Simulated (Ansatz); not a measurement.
Hf2S:

```
Hf S
1.0
     3.37427    0.00000    0.00000
    -1.68714    2.92221    0.00000
     0.00000    0.00000   11.71741
Hf S
4 2
Direct
  0.33333 0.66667 0.10019
  0.66667 0.33333 0.60019
  0.33333 0.66667 0.39981
  0.66667 0.33333 0.89981
  0.00000 0.00000 0.25000
  0.00000 0.00000 0.75000
```

The cell comes from a database or a generator and needn't be the stable form of this composition.

Program: Ansatz 0.2.0. Alike in all runs: potentials or basis Ansatz PAW; no spin polarisation; cell as given; cutoff (eV) 420; smearing fermi-dirac 0.05 eV.

Order these runs on this cell by their pressure, lowest first.
A. level PBEsol+U; U Hf d U = 3 eV; k mesh 9 × 9 × 3; hubbard projectors ortho-atomic (the default); double counting fll (the default)
B. level PBEsol+U; U Hf d U = 6 eV; k mesh 9 × 9 × 3; hubbard projectors ortho-atomic (the default); double counting fll (the default)
C. level PBEsol+U; U Hf d U = 8 eV; k mesh 9 × 9 × 3; hubbard projectors ortho-atomic (the default); double counting fll (the default)
D. level PBEsol; k mesh 8 × 8 × 2
E. level LDA; k mesh 9 × 9 × 3; points for each segment of the path 14

E (-6.3 GPa), D (-2.9 GPa), A (0.7 GPa), B (4.8 GPa), C (8.3 GPa).

Caveats: the PAW data sets come from PBE, with cores solved anew for the run's functional, which leaves a small shift of forces and pressure; the density of states is complete only up to the lowest level of the last band computed (some runs); U without spin polarisation on a metal has little footing (some runs).

Not every run made on this cell is shown here.
